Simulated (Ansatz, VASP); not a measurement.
# Pb: VASP beside Ansatz

The input INCAR:

```
ALGO     = Normal         # electronic algorithm
EDIFF    = 1E-7           # SCF threshold, eV
ENCUT    = 520            # plane-wave cutoff, eV
GGA      = PS             # functional
ISIF     = 2              # what is computed and relaxed
ISMEAR   = 0              # smearing method
LASPH    = True           # aspherical terms in the spheres
LCHARG   = False          # write CHGCAR
LREAL    = False          # projectors in reciprocal space
LWAVE    = False          # write WAVECAR
NBANDS   = 13             # bands
NELM     = 100            # most SCF steps
PREC     = Accurate       # precision mode
SIGMA    = 0.1            # smearing width, eV
```

The input KPOINTS:

```
k-points
0
Gamma
  14 14 14
```

POSCAR

```
Pb
1.0
    0.0000000000      2.3639979026      2.3639979026
    2.3639979026      0.0000000000      2.3639979026
    2.3639979026      2.3639979026      0.0000000000
Pb
1
Direct
    0.0000000000      0.0000000000      0.0000000000
```

Input for Ansatz:

```yaml
crystal:
  lattice:
    - [0.0, 2.3639979026, 2.3639979026]
    - [2.3639979026, 0.0, 2.3639979026]
    - [2.3639979026, 2.3639979026, 0.0]
  atoms:
    - { symbol: Pb, position: [0.0, 0.0, 0.0] }
basis:
  ecutwfc: 420
kpoints:
  mp_grid: { grid: [14, 14, 14] }
hamiltonian:
  xc: pbesol
scf:
  occupations: { method: gaussian, width: 0.1 }
output:
  forces: true
  stress: true
  eigenvalues: true
```

Alike in both runs: task single point; functional PBEsol; k mesh 14 × 14 × 14; occupations gaussian, width 0.1 eV; no spin polarisation.

|  | VASP | Ansatz |
| --- | --- | --- |
| version | VASP 6.6.1 | Ansatz 0.2.0 |
| potentials or method | VASP PAW PBE potentials, release 64 (Pb_d) | scalar-relativistic, plane waves, PAW |
| plane-wave cutoff (eV) | 520 | 420 |
| valence electrons in the cell | 14 | 14 |

VASP gave:

| Item | Value |
| --- | --- |
| gap on the k mesh at the Fermi level (eV) | none |
| pressure (GPa) | 8.4 |

Estimate Ansatz's values.

gap on the k mesh at the Fermi level (eV): none; pressure (GPa): 8.5.

A gap of «none» marks a metal or a gap that the smearing closes.

Caveats: the PAW data sets were made with another functional, which shifts forces and pressure a little (VASP). Spin-orbit coupling is left out, which matters for the levels of Pb.
